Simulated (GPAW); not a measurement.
# A GW chain in GPAW: SiC (P6_3mc)

Aim: the G0W0 gap of SiC (P6_3mc) on PBE, step by step.

Program: GPAW 26.7.0. Level of theory: PBE and many-body steps on it, plane waves. Results are calculated unless marked as measured.

**Experimental background.**

- Gap 3.03 eV: indirect gap, experimental literature value; quoted from earlier experiment; bulk crystal (quoted in “Charge spill-out and work function of few-layer graphene on SiC(0001)”, 2018, arxiv:1806.04908).

- Gap 3.02 eV: band gap at cryogenic temperature; bulk crystal (literature value) (quoted in “Silicon carbide diodes for neutron detection”, 2020, arxiv:2009.14696).

- Gap 3 eV: optical absorption onset, approximate; UV-Vis-NIR transmission; bulk crystal (400 micron semi-insulating 6H-SiC wafer) (“Effects of energetic ion irradiation on WSe2/SiC heterostructures”, 2017, pmc:5482891).

Most raw output is cut from this account.

## 1. The structure

The structure is hexagonal, space group P6_3mc (No. 186). Conventional cell: a = 3.077 Å, b = 3.077 Å, c = 15.098 Å, α = 90.00°, β = 90.00°, γ = 120.00°. Nearest to Si lie 4 C at 1.88 to 1.89 Å. Si has 4 C at 1.88 to 1.89 Å nearest. Si has 4 C at 1.89 Å nearest. Nearest to C lie 4 Si at 1.88 to 1.89 Å. C has 4 Si at 1.88 to 1.89 Å nearest. Nearest to C lie 4 Si at 1.89 Å. Farther neighbours are not listed.

Structure file:

```cif
data_structure
_symmetry_space_group_name_H-M 'P 1'
_symmetry_Int_Tables_number 1
_cell_length_a 3.0766
_cell_length_b 3.0766
_cell_length_c 15.0981
_cell_angle_alpha 90.000
_cell_angle_beta 90.000
_cell_angle_gamma 120.000
_cell_volume 123.77
loop_
_atom_site_label
_atom_site_type_symbol
_atom_site_fract_x
_atom_site_fract_y
_atom_site_fract_z
_atom_site_occupancy
Si1 Si 0.33333 0.66667 0.83299 1
Si2 Si 0.66667 0.33333 0.33299 1
Si3 Si 0.66667 0.33333 0.66650 1
Si4 Si 0.33333 0.66667 0.16650 1
Si5 Si 0.00000 0.00000 0.49973 1
Si6 Si 0.00000 0.00000 0.99973 1
C7 C 0.00000 0.00000 0.87437 1
C8 C 0.00000 0.00000 0.37437 1
C9 C 0.33333 0.66667 0.70800 1
C10 C 0.66667 0.33333 0.20800 1
C11 C 0.66667 0.33333 0.54152 1
C12 C 0.33333 0.66667 0.04152 1
```

The cell and positions are those that the Materials Project relaxed with its own functionals (PBE, PBE+U or r2SCAN), kept fixed.

## 2. Ground state

This step: GPAW 26.7.0; DFT, PBE, plane waves, PAW.

The ground-state density comes first.

File run.py:

```python
import json
import numpy as np
from gpaw.mpi import world
from ase import Atoms
from gpaw import GPAW, PW, FermiDirac

atoms = Atoms(['Si', 'Si', 'Si', 'Si', 'Si', 'Si', 'C', 'C', 'C', 'C', 'C', 'C'],
    cell=[[3.0766210102, 0.0000000000, 0.0000000000],
      [-1.5383105051, 2.6644319527, 0.0000000000],
      [0.0000000000, 0.0000000000, 15.0980843200]],
    scaled_positions=[[0.3333333333, 0.6666666667, 0.8329861500],
      [0.6666666667, 0.3333333333, 0.3329861500],
      [0.6666666667, 0.3333333333, 0.6665006000],
      [0.3333333333, 0.6666666667, 0.1665006000],
      [0.0000000000, 0.0000000000, 0.4997294200],
      [0.0000000000, 0.0000000000, 0.9997294200],
      [0.0000000000, 0.0000000000, 0.8743664100],
      [0.0000000000, 0.0000000000, 0.3743664100],
      [0.3333333333, 0.6666666667, 0.7079967800],
      [0.6666666667, 0.3333333333, 0.2079967800],
      [0.6666666667, 0.3333333333, 0.5415216400],
      [0.3333333333, 0.6666666667, 0.0415216400]],
    pbc=(True, True, True))
calc = GPAW(mode=PW(600),
    xc='PBE',
    kpts={'size': (9, 9, 2), 'gamma': True},
    occupations=FermiDirac(0.001),
    nbands=-12,
    convergence={'density': 1e-6, 'bands': -3},
    maxiter=100,
    txt='gs.txt')
atoms.calc = calc
res = {'energy': atoms.get_potential_energy()}
kpts = calc.get_ibz_k_points()
res['kpts'] = kpts
res['eigenvalues'] = [calc.get_eigenvalues(kpt=k) for k in range(len(kpts))]
res['n_electrons'] = calc.get_number_of_electrons()
calc.write('gs.gpw')

if world.rank == 0:
    with open('result.json', 'w') as f:
        json.dump(res, f, default=lambda x: x.tolist())
```

Launch:

```
> mpirun -n 4 gpaw python run.py
```

Elapsed: 86 s, on 4 MPI ranks of Arm Neoverse V2, shared host; peak memory 0.92 GiB; 5.7 min of CPU time.

This step gave:

```
total energy               : -89.8253 eV
gap                        : 2.104 eV
k of the valence top       : 0, 0, 0
k of the conduction bottom : 0.4444, 0, 0
least direct gap           : 3.175 eV
```

The gap is indirect, with the least direct gap 1.07 eV higher.

## 3. Bands along the symmetry lines

Levels along a band path, at the cheap level, show where the edges lie and whether the meshes to come will hold them.

File run.py:

```python
import json
import numpy as np
from gpaw.mpi import world
from gpaw import GPAW

path = [[0.000000, 0.000000, 0.000000],
    [0.062500, 0.000000, 0.000000],
    [0.125000, 0.000000, 0.000000],
    [0.187500, 0.000000, 0.000000],
    [0.250000, 0.000000, 0.000000],
    [0.312500, 0.000000, 0.000000],
    [0.375000, 0.000000, 0.000000],
    [0.437500, 0.000000, 0.000000],
    [0.500000, 0.000000, 0.000000],
    [0.479167, 0.041667, 0.000000],
    [0.458333, 0.083333, 0.000000],
    [0.437500, 0.125000, 0.000000],
    [0.416667, 0.166667, 0.000000],
    [0.395833, 0.208333, 0.000000],
    [0.375000, 0.250000, 0.000000],
    [0.354167, 0.291667, 0.000000],
    [0.333333, 0.333333, 0.000000],
    [0.291667, 0.291667, 0.000000],
    [0.250000, 0.250000, 0.000000],
    [0.208333, 0.208333, 0.000000],
    [0.166667, 0.166667, 0.000000],
    [0.125000, 0.125000, 0.000000],
    [0.083333, 0.083333, 0.000000],
    [0.041667, 0.041667, 0.000000],
    [0.000000, 0.000000, 0.000000],
    [0.000000, 0.000000, 0.062500],
    [0.000000, 0.000000, 0.125000],
    [0.000000, 0.000000, 0.187500],
    [0.000000, 0.000000, 0.250000],
    [0.000000, 0.000000, 0.312500],
    [0.000000, 0.000000, 0.375000],
    [0.000000, 0.000000, 0.437500],
    [0.000000, 0.000000, 0.500000],
    [0.062500, 0.000000, 0.500000],
    [0.125000, 0.000000, 0.500000],
    [0.187500, 0.000000, 0.500000],
    [0.250000, 0.000000, 0.500000],
    [0.312500, 0.000000, 0.500000],
    [0.375000, 0.000000, 0.500000],
    [0.437500, 0.000000, 0.500000],
    [0.500000, 0.000000, 0.500000],
    [0.479167, 0.041667, 0.500000],
    [0.458333, 0.083333, 0.500000],
    [0.437500, 0.125000, 0.500000],
    [0.416667, 0.166667, 0.500000],
    [0.395833, 0.208333, 0.500000],
    [0.375000, 0.250000, 0.500000],
    [0.354167, 0.291667, 0.500000],
    [0.333333, 0.333333, 0.500000],
    [0.291667, 0.291667, 0.500000],
    [0.250000, 0.250000, 0.500000],
    [0.208333, 0.208333, 0.500000],
    [0.166667, 0.166667, 0.500000],
    [0.125000, 0.125000, 0.500000],
    [0.083333, 0.083333, 0.500000],
    [0.041667, 0.041667, 0.500000],
    [0.000000, 0.000000, 0.500000],
    [0.500000, 0.000000, 0.500000],
    [0.500000, 0.000000, 0.437500],
    [0.500000, 0.000000, 0.375000],
    [0.500000, 0.000000, 0.312500],
    [0.500000, 0.000000, 0.250000],
    [0.500000, 0.000000, 0.187500],
    [0.500000, 0.000000, 0.125000],
    [0.500000, 0.000000, 0.062500],
    [0.500000, 0.000000, 0.000000],
    [0.333333, 0.333333, 0.500000],
    [0.333333, 0.333333, 0.437500],
    [0.333333, 0.333333, 0.375000],
    [0.333333, 0.333333, 0.312500],
    [0.333333, 0.333333, 0.250000],
    [0.333333, 0.333333, 0.187500],
    [0.333333, 0.333333, 0.125000],
    [0.333333, 0.333333, 0.062500],
    [0.333333, 0.333333, 0.000000]]
calc = GPAW('gs.gpw').fixed_density(kpts=path,
    symmetry='off',
    nbands=34,
    convergence={'bands': 30},
    txt='bands.txt')
res = {}
kpts = calc.get_ibz_k_points()
res['kpts'] = kpts
res['eigenvalues'] = [calc.get_eigenvalues(kpt=k) for k in range(len(kpts))]
res['n_electrons'] = calc.get_number_of_electrons()

if world.rank == 0:
    with open('result.json', 'w') as f:
        json.dump(res, f, default=lambda x: x.tolist())
```

Launch:

```
> mpirun -n 4 gpaw python run.py
```

Wall time 94 s (4 MPI ranks); peak memory 1.2 GiB; 6.3 min of CPU time.

This step gave:

```
gap                        : 2.013 eV
k of the valence top       : 0, 0, 0
k of the conduction bottom : 0.5, 0, 0.1875
least direct gap           : 3.121 eV
```

The gap is 2.013 eV, −0.091 eV from the run before at this level.

The electronic bands at the labelled points (eV, zero at the top of the highest filled band):

```tsv
point	band 21	band 22	band 23	band 24	band 25	band 26	band 27	band 28
Γ	-0.30	-0.04	0.00	0.00	5.21	5.38	5.79	6.31
halfway	-1.15	-1.12	-0.71	-0.53	3.67	3.91	4.39	5.02
M	-1.82	-1.79	-1.67	-1.10	2.02	2.21	3.21	3.89
halfway	-2.44	-2.23	-2.01	-1.77	2.85	3.52	4.50	4.94
K	-3.17	-2.22	-2.08	-2.08	3.48	3.48	3.77	5.08
halfway	-1.79	-1.74	-1.30	-0.72	4.82	4.87	4.98	5.06
Γ	-0.30	-0.04	0.00	0.00	5.21	5.38	5.79	6.31
halfway	-0.20	-0.20	-0.02	-0.02	5.23	5.34	5.86	6.21
A	-0.10	-0.10	-0.10	-0.10	5.27	5.27	6.02	6.02
halfway	-1.00	-1.00	-0.71	-0.71	3.78	3.78	4.74	4.74
L	-1.72	-1.72	-1.31	-1.31	2.06	2.06	3.43	3.43
halfway	-2.68	-2.68	-1.67	-1.67	3.21	3.21	4.48	4.48
H	-2.65	-2.65	-2.27	-2.27	3.67	3.67	4.35	4.35
halfway	-1.96	-1.96	-0.85	-0.85	4.75	4.75	5.14	5.14
A	-0.10	-0.10	-0.10	-0.10	5.27	5.27	6.02	6.02
jump to L	-1.72	-1.72	-1.31	-1.31	2.06	2.06	3.43	3.43
halfway	-2.00	-1.64	-1.54	-1.16	2.01	2.16	3.28	3.67
M	-1.82	-1.79	-1.67	-1.10	2.02	2.21	3.21	3.89
jump to H	-2.65	-2.65	-2.27	-2.27	3.67	3.67	4.35	4.35
halfway	-2.99	-2.34	-2.16	-2.16	3.57	3.57	3.93	4.83
K	-3.17	-2.22	-2.08	-2.08	3.48	3.48	3.77	5.08
```

## 4. Empty states on the mesh, 3×3×1 mesh, 157 bands

The sums over transitions need many empty states on a uniform mesh; this step solves for them.

File run.py:

```python
import json
import numpy as np
from gpaw.mpi import world
from gpaw import GPAW

calc = GPAW('gs.gpw').fixed_density(kpts={'size': (3, 3, 1), 'gamma': True},
    nbands=183,
    convergence={'bands': 157},
    txt='nscf.txt')
calc.write('full.gpw', mode='all')
res = {}
kpts = calc.get_ibz_k_points()
res['kpts'] = kpts
res['eigenvalues'] = [calc.get_eigenvalues(kpt=k) for k in range(len(kpts))]
res['n_electrons'] = calc.get_number_of_electrons()

if world.rank == 0:
    with open('result.json', 'w') as f:
        json.dump(res, f, default=lambda x: x.tolist())
```

Launch:

```
> mpirun -n 4 gpaw python run.py
```

The job ended after 26 s (4 MPI ranks; peak memory 0.77 GiB).

Numbers from this step:

| Property | Result |
| --- | --- |
| gap | 2.821 eV |
| k of the valence top | 0, 0, 0 |
| k of the conduction bottom | 0.3333, 0, 0 |
| least direct gap | 3.646 eV |
| k points computed | 3 |
| lowest point of the top converged band, above the valence top | 48.01 eV |

On this mesh the gap is 2.821 eV. The earlier step found 2.104 eV, so this mesh misses an edge.

## 5. Screening and self-energy, 3×3×1 mesh, 147 bands, screening to 65 eV

Now the one-shot GW correction: screening in the RPA, then the self-energy of the levels asked for.

This step: G0W0 on PBE, plane waves, PAW.

File run.py:

```python
import json
import numpy as np
from gpaw.mpi import world
from gpaw.response.g0w0 import G0W0

gw = G0W0('full.gpw',
    filename='gw',
    kpts=[0, 1],
    bands=(22, 26),
    ecut=65,
    nbands=147,
    integrate_gamma='WS',
    ppa=True)
gw.calculate()
res = {mode: {k: v for k, v in r.items() if k != 'sigma_eskwn'}
       for mode, r in gw.all_results.items()}

if world.rank == 0:
    with open('result.json', 'w') as f:
        json.dump(res, f, default=lambda x: x.tolist())
```

Launch:

```
> mpirun -n 4 gpaw python run.py
```

Run time: 15 s. Hardware: 4 MPI ranks; peak memory 1.4 GiB.

Numbers from this step:

- G0W0 gap on the points computed: 3.493 eV
- least direct G0W0 gap on the computed points: 4.422 eV
- Z at the valence top: 0.8042
- Z at the conduction bottom: 0.8249
- starting gap on the mesh: 2.821 eV
- k of the valence top: 0, 0, 0
- k of the conduction bottom: 0.3333, 0, 0

The gap on the mesh goes from 2.82 eV to 3.49 eV, a correction of +0.67 eV. The start differs from the 2.10 eV found before because the two sample other k points.

Limits: finite bands, cutoff and mesh; coarse k mesh. v1 is the top filled band, c1 the lowest empty one. The levels before and after the correction (eV, zero at the valence-band top of each column):

```tsv
	conduction bottom	valence top
Kohn-Sham	2.82	0.00
G0W0	3.49	0.00
```

```tsv
	level	energy (eV)
Kohn-Sham	Γ v2-v1	0.000
Kohn-Sham	Γ c1	5.207
Kohn-Sham	Γ c2	5.380
Kohn-Sham	(0.333 0 0) v2	-1.084
Kohn-Sham	(0.333 0 0) v1	-0.825
Kohn-Sham	(0.333 0 0) c1	2.821
Kohn-Sham	(0.333 0 0) c2	2.907
G0W0	Γ v2-v1	0.000
G0W0	Γ c1	6.214
G0W0	Γ c2	6.389
G0W0	(0.333 0 0) v2	-1.157
G0W0	(0.333 0 0) v1	-0.930
G0W0	(0.333 0 0) c1	3.493
G0W0	(0.333 0 0) c2	3.577
```

## 6. Where the time went

Times are wall times on 4 MPI ranks of Arm Neoverse V2, shared host, good to a factor of about two.

```tsv
step	time	share	memory (GiB)
ground state	86 s	39 %	0.92
bands along the symmetry lines	94 s	43 %	1.2
empty states on the mesh	26 s	12 %	0.77
screening and self-energy	15 s	7 %	1.4
```

## 7. What came out

* PBE gap: 2.01 eV, indirect
* G0W0 gap on the mesh: 3.49 eV
* G0W0 gap over the zone (rigid shift): 2.68 eV
* GW settings: 3×3×1 mesh, 147 bands, screening to 65 eV, Godby-Needs plasmon pole
* known limits: not at the basis limit; coarse k mesh

What this shows: G0W0 moves the gap on the mesh from 2.82 eV to 3.49 eV (+0.67 eV), with Z of 0.80 and 0.82 at the edges. The mesh misses the band edges by 0.81 eV in all; a rigid shift gives 2.68 eV for the zone. Only 2 of the mesh's irreducible points were corrected, so a valley elsewhere could overtake. Against experiment, by G0W0@PBE: the gap of 2.68 eV lies −0.35 eV from the measured 3.03 eV (indirect, quoted 2018); the gap of 2.68 eV lies −0.34 eV from the measured 3.02 eV (kind not stated, quoted 2020); the gap of 2.68 eV lies −0.32 eV from the measured 3 eV (optical, 2017). An exciton line or allowed optical edge lies below the quasiparticle gap by the binding energy; a forbidden edge can push the onset above it. The calculation has static nuclei and no excitons; a measured gap holds zero-point and thermal motion, which mostly lowers it. Bands and cutoff are finite, so the gap is not at the basis limit. The miss can reach some tenths of an eV and take either sign; the mesh is an error of its own. These stock PAW sets were not made for GW. In the G0W0 run levels were corrected at 2 k points alone, so a gap called «on the mesh» is the least over those, and an edge elsewhere would be missed. A denser mesh or path gives a starting gap of 2.01 eV: the GW mesh misses a band edge, so its gaps are not the fundamental one. The 3×3×1 mesh is coarse for this cell, which bears on the long-range parts of exchange and screening.

[Paths, hosts, dates, memory and timing lines, banners, echoed tables and standing remarks are left out of the program output.]

[Logs are printed without paths, hosts, clocks, repeated set-up lines and the standing remarks that a program may print on its own settings, such as how far it seeks lower states.]

[Runs of the session that timed out or met a known fault of the program may be left out.]

[Hosts, paths, dates, database ids (printed as entryN), source tags and the programs' standing remarks are cut or masked in the printed files.]
